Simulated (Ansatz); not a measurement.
## TiS2: stiffness from a series of strains

```yaml
crystal:
  lattice:
    - [3.41200, 0.00000, 0.00000]
    - [-1.70600, 2.95488, 0.00000]
    - [0.00000, 0.00000, 5.69500]
  atoms:
    - { symbol: Ti, position: [0.00000, 0.00000, 0.00000] }
    - { symbol: S, position: [0.33333, 0.66667, 0.25000] }
    - { symbol: S, position: [0.66667, 0.33333, 0.75000] }
```

Atoms are numbered in the order listed.

Conventional cell: a = 3.412 Å, b = 3.412 Å, c = 5.695 Å, α = 90.00°, β = 90.00°, γ = 120.00°. Ti (atom 1) has 6 S at 2.43 Å as nearest neighbours. Around S (atom 2) lie 3 Ti at 2.43 Å.

The geometry is COD entry 1537865, unchecked; take it as a test cell. It is an old determination, and later ones may differ.

Level of theory: DFT, PBEsol, all-electron LAPW, scalar-relativistic (Ansatz 0.2.0).

Settings: a Γ-centred 14×14×7 k mesh, Fermi–Dirac smearing of 0.05 eV, basis error target 1 meV/atom, no spin polarisation.

The strain is applied along the Cartesian axes of the cell as listed (the other components stay zero). Fractional coordinates are held (clamped ions).

σ is the change of stress from the unstrained cell, which is at -3.54 GPa; tension is positive, so slopes are stress–strain coefficients at that pressure. In a metal the k mesh adds noise.

Only quantities that a quadratic follows smoothly over the whole series are listed; rougher ones are left out.

| εxx = εyy | σzz (GPa) | σxx (GPa) |
| --- | --- | --- |
| -0.0300 | -4.46 | -7.22 |
| -0.0200 | -2.82 | -4.59 |
| -0.0100 | -1.34 | -2.19 |
| 0.0000 | 0.00 | 0.00 |
| 0.0200 | 2.27 | 3.84 |
| 0.0300 | 3.21 | 5.53 |

Problem. Fit the series and read off the stiffness at zero strain.

Solution. Least-squares fits y = p0 + p1 x + p2 x² to the rows give σzz (GPa): p1 = 128, p2 = -700; σxx (GPa): p1 = 212, p2 = -950. So C13 + C23 = 128 GPa and C11 + C12 = 212 GPa, for these axes.

Problem. One run, at εxx = εyy = 0.0100, is withheld. Predict its row.

Solution. The fits give 1.21, 2.03; the run gave 1.20, 2.00.
